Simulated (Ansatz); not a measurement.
`CC(=O)O[SiH3]` + `OBCl` → `[SiH3]OBCl` + acetic acid at 600 K and 1 bar (ligand exchange at the Si–O bond).

Computed with Ansatz on PBE0-D4/def2-TZVP structures; ΔE is electronic, products minus reactants. CCSD(T)/CBS is the MP2 limit (def2-TZVPP, def2-QZVPP) plus CCSD(T) − MP2 in def2-TZVPP, frozen cores. This one scheme is used for every species. Each species was taken in one conformer, which may not be the lowest.

| species | CCSD(T)/CBS energy (Eh) | H − E (kJ/mol) | S (J/(mol·K)) |
| --- | --- | --- | --- |
| `CC(=O)O[SiH3]` | -519.18600 | 263.0 | 428.1 |
| `OBCl` | -561.03999 | 107.2 | 308.7 |
| `[SiH3]OBCl` | -851.35221 | 166.6 | 398.1 |
| `CC(=O)O` | -228.87529 | 204.1 | 348.2 |

H − E and S are ideal-gas, rigid-rotor, harmonic terms from PBE0-D4/def2-TZVP, for one conformer and one mirror image of each species. 1 Eh = 2625.50 kJ/mol, R = 8.31446 J/(mol·K).

Problem. By hand: ΔE, ΔH, ΔS and ΔG.

Solution. ΔE = (-851.35221) + (-228.87529) − (-519.18600) − (-561.03999) = -0.00151 Eh = -4.0 kJ/mol. Δ(H − E) = 166.6 + 204.1 − 263.0 − 107.2 = 0.5, so ΔH = -3.5 kJ/mol. ΔS = 398.1 + 348.2 − 428.1 − 308.7 = 9.5 J/(mol·K). ΔG = -3.5 − 600 × (9.5)/1000 = -9.2 kJ/mol.

Problem. By hand: the equilibrium constant, and the temperature at which ΔG would vanish if ΔH and ΔS stayed fixed.

Solution. log₁₀ K = −ΔG/(RT ln 10) = 0.8. ΔH and −TΔS have one sign here, so there is no such temperature.

TΔS isn't small against ΔH here. A doubt of 5 kJ/mol in ΔE shifts log₁₀ K by 0.4 here. Other conformers and mirror images would add mixing entropy, several J/(mol·K) or more a flexible species. These are equilibria of isolated gas molecules and say nothing of rates. Largest T1 diagnostic: 0.015 (customary marks: 0.02 for closed shells, 0.045 for open ones).

ΔS is within the doubt of such terms, so its sign, and with it that verdict, could turn.
